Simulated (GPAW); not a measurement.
Here is a GPAW 26.7.0 calculation.

File run.py:

```python
import spglib
from ase import Atoms
from ase.dft.bandgap import bandgap
from ase.io import read, write
from gpaw import GPAW, PW

atoms = read('MgTe.cif')
cell, positions, numbers = spglib.find_primitive(
    (atoms.cell[:], atoms.get_scaled_positions(), atoms.numbers), symprec=1e-4)
atoms = Atoms(numbers, cell=cell, scaled_positions=positions, pbc=True)

calc = GPAW(mode=PW(600),
            xc='GLLBSC',
            kpts={'size': (6, 6, 6), 'gamma': True},
            occupations={'name': 'fermi-dirac', 'width': 0.05},
            nbands=16,
            maxiter=120,
            txt='gpaw.txt')
atoms.calc = calc
energy = atoms.get_potential_energy()
calc.write('gs.gpw')
write('result.traj', atoms)
print('Fermi level:', round(calc.get_fermi_level(), 4), 'eV')
print(f'Gap: {bandgap(calc)[0]:.4f} eV, direct: {bandgap(calc, direct=True)[0]:.4f} eV')
```

MgTe.cif

```cif
data_MgTe
_cell_length_a 6.46399765
_cell_length_b 6.46399765
_cell_length_c 6.46399765
_cell_angle_alpha 90.00000000
_cell_angle_beta 90.00000000
_cell_angle_gamma 90.00000000
_space_group_name_H-M_alt 'F-43m'
_space_group_name_Hall 'F -4 2 3'
_space_group_IT_number 216
loop_
_space_group_symop_operation_xyz
'x,y,z'
'y,-x,-z'
'-x,-y,z'
'-y,x,-z'
'x,-y,-z'
'y,x,z'
'-x,y,-z'
'-y,-x,z'
'z,x,y'
'-z,y,-x'
'z,-x,-y'
'-z,-y,x'
'-z,x,-y'
'z,y,x'
'-z,-x,y'
'z,-y,-x'
'y,z,x'
'-x,-z,y'
'-y,z,-x'
'x,-z,-y'
'-y,-z,x'
'x,z,y'
'y,-z,-x'
'-x,z,-y'
'x,y+1/2,z+1/2'
'y,-x+1/2,-z+1/2'
'-x,-y+1/2,z+1/2'
'-y,x+1/2,-z+1/2'
'x,-y+1/2,-z+1/2'
'y,x+1/2,z+1/2'
'-x,y+1/2,-z+1/2'
'-y,-x+1/2,z+1/2'
'z,x+1/2,y+1/2'
'-z,y+1/2,-x+1/2'
'z,-x+1/2,-y+1/2'
'-z,-y+1/2,x+1/2'
'-z,x+1/2,-y+1/2'
'z,y+1/2,x+1/2'
'-z,-x+1/2,y+1/2'
'z,-y+1/2,-x+1/2'
'y,z+1/2,x+1/2'
'-x,-z+1/2,y+1/2'
'-y,z+1/2,-x+1/2'
'x,-z+1/2,-y+1/2'
'-y,-z+1/2,x+1/2'
'x,z+1/2,y+1/2'
'y,-z+1/2,-x+1/2'
'-x,z+1/2,-y+1/2'
'x+1/2,y,z+1/2'
'y+1/2,-x,-z+1/2'
'-x+1/2,-y,z+1/2'
'-y+1/2,x,-z+1/2'
'x+1/2,-y,-z+1/2'
'y+1/2,x,z+1/2'
'-x+1/2,y,-z+1/2'
'-y+1/2,-x,z+1/2'
'z+1/2,x,y+1/2'
'-z+1/2,y,-x+1/2'
'z+1/2,-x,-y+1/2'
'-z+1/2,-y,x+1/2'
'-z+1/2,x,-y+1/2'
'z+1/2,y,x+1/2'
'-z+1/2,-x,y+1/2'
'z+1/2,-y,-x+1/2'
'y+1/2,z,x+1/2'
'-x+1/2,-z,y+1/2'
'-y+1/2,z,-x+1/2'
'x+1/2,-z,-y+1/2'
'-y+1/2,-z,x+1/2'
'x+1/2,z,y+1/2'
'y+1/2,-z,-x+1/2'
'-x+1/2,z,-y+1/2'
'x+1/2,y+1/2,z'
'y+1/2,-x+1/2,-z'
'-x+1/2,-y+1/2,z'
'-y+1/2,x+1/2,-z'
'x+1/2,-y+1/2,-z'
'y+1/2,x+1/2,z'
'-x+1/2,y+1/2,-z'
'-y+1/2,-x+1/2,z'
'z+1/2,x+1/2,y'
'-z+1/2,y+1/2,-x'
'z+1/2,-x+1/2,-y'
'-z+1/2,-y+1/2,x'
'-z+1/2,x+1/2,-y'
'z+1/2,y+1/2,x'
'-z+1/2,-x+1/2,y'
'z+1/2,-y+1/2,-x'
'y+1/2,z+1/2,x'
'-x+1/2,-z+1/2,y'
'-y+1/2,z+1/2,-x'
'x+1/2,-z+1/2,-y'
'-y+1/2,-z+1/2,x'
'x+1/2,z+1/2,y'
'y+1/2,-z+1/2,-x'
'-x+1/2,z+1/2,-y'
loop_
_atom_site_label
_atom_site_type_symbol
_atom_site_symmetry_multiplicity
_atom_site_Wyckoff_symbol
_atom_site_fract_x
_atom_site_fract_y
_atom_site_fract_z
_atom_site_occupancy
Te1 Te 4 d 0.2500000000 0.2500000000 0.7500000000 1
Mg1 Mg 4 a 0.0000000000 0.0000000000 0.0000000000 1
```

Potentials or basis: the program's PAW data sets (release 1.2.1) made for this functional, pw.

Run with:

```sh
$ OMP_NUM_THREADS=1 python run.py
```

(1) What does it give for the band gap on the k mesh, Kohn-Sham part alone?

Answers

(1) 3.06 eV, direct.

Caveat: a model potential gives levels but no total energy; spin-orbit coupling is left out, which moves the levels of the heavy elements.
